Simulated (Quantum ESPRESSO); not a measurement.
The system is GaAs.

```xyz
2
Lattice="0.0000 2.8268 2.8268 2.8268 0.0000 2.8268 2.8268 2.8268 0.0000" Properties=species:S:1:pos:R:3 pbc="T T T"
As    4.2403    4.2403    4.2403
Ga    0.0000    0.0000    0.0000
```

Base run:

| Item | Value |
| --- | --- |
| Program | Quantum ESPRESSO 7.5 |
| Functional | LDA |
| Potentials or basis | PseudoDojo 0.4.1 SR LDA standard |
| Cutoff | 1088 eV |
| Density cutoff | 4354 eV |
| k mesh | 8 × 8 × 8 |
| Occupations | fermi-dirac, width 0.05 eV |
| Spin | no spin polarisation |

Its results: band gap on the k mesh 0.28 eV, direct; pressure -2.1 GPa.

The run is repeated on the same cell with these changes: functional from LDA to PBE; potentials or basis from PseudoDojo 0.4.1 SR LDA standard to PseudoDojo 0.4.1 SR PBE standard; cutoff from 1088 eV to 1143 eV; density cutoff from 4354 eV to 4572 eV. What comes out?

Band gap on the k mesh 0.52 eV, direct; pressure 3.4 GPa.
